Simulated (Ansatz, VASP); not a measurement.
# SiC in VASP and in Ansatz

INCAR

```
PREC = Accurate
ENCUT = 520
EDIFF = 1E-7
ISMEAR = 0
SIGMA = 0.05
LREAL = F
LASPH = T
NELM = 100
ALGO = Normal
ISIF = 2
LWAVE = F
LCHARG = T
GGA = PE
LELF = T
LVHAR = T
NBANDS = 11
```

File KPOINTS:

```
regular mesh
0
Gamma
  16 16 16
```

File POSCAR:

```
SiC
1.0
    0.0000000000      2.1790000000      2.1790000000
    2.1790000000      0.0000000000      2.1790000000
    2.1790000000      2.1790000000      0.0000000000
Si C
1 1
Direct
    0.0000000000      0.0000000000      0.0000000000
    0.7500000000      0.7500000000      0.7500000000
```

Input for Ansatz:

```yaml
crystal:
  lattice:
    - [0.0, 2.179, 2.179]
    - [2.179, 0.0, 2.179]
    - [2.179, 2.179, 0.0]
  atoms:
    - { symbol: Si, position: [0.0, 0.0, 0.0] }
    - { symbol: C, position: [0.75, 0.75, 0.75] }
basis:
  ecutwfc: 420
kpoints:
  mp_grid: { grid: [16, 16, 16] }
hamiltonian:
  xc: pbe
scf:
  occupations: { method: gaussian, width: 0.05 }
output:
  forces: true
  eigenvalues: true
  eigenstates:
    nscf_kmesh: { grid: [34, 34, 34] }
    top_band: c6
    de_dk: true
    localisation: true
  stress: true
checkpoint:
  write: ck
  compress: false
  write_wavefunctions: false
  write_every: 100000
```

Alike in both runs: task single point; functional PBE; k mesh 16 × 16 × 16; occupations gaussian, width 0.05 eV; no spin polarisation.

|  | VASP | Ansatz |
| --- | --- | --- |
| version | VASP 6.6.1 | Ansatz 0.2.0 |
| potentials or method | VASP PAW PBE potentials, release 64 (Si, C) | scalar-relativistic, plane waves, PAW |
| plane-wave cutoff (eV) | 520 | 420 |
| valence electrons in the cell | 8 | 8 |

Ansatz gave:

| Property | Result |
| --- | --- |
| gap on the k mesh at the Fermi level (eV) | 1.36 |
| pressure (GPa) | 3.3 |

Question: Which values does VASP return?

Answer: gap on the k mesh at the Fermi level (eV): 1.36; pressure (GPa): 3.2.

A k mesh can miss the band edges. A hybrid or GW would open this gap; PBE tends to underestimate it.
